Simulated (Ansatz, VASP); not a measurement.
## Hf: VASP beside Ansatz

```
CELL_PARAMETERS angstrom
-1.80500 1.80500 1.80500
1.80500 -1.80500 1.80500
1.80500 1.80500 -1.80500
ATOMIC_POSITIONS crystal
Hf 0.00000 0.00000 0.00000
```

Alike in both runs: task single point; functional PBE; k mesh 10 × 10 × 10; occupations fermi-dirac, width 0.05 eV; no spin polarisation.

```csv
,VASP,Ansatz
version,VASP 6.6.1,Ansatz 0.2.0
potentials or method,"VASP PAW PBE potentials, release 64 (Hf_pv), cutoff 520 eV","all-electron LAPW, scalar-relativistic"
```

|  | VASP | Ansatz | Ansatz less VASP |
| --- | --- | --- | --- |
| gap on the k mesh at the Fermi level (eV) | none | none | - |
| pressure (GPa) | -5.2 | -4.9 | +0.36 |

A gap of «none» marks a metal or a gap that the smearing closes. Ansatz ran all-electron here, so the differences hold the error of VASP's frozen core and of both bases.

The runs have no spin-orbit coupling, so splittings on Hf are missing.
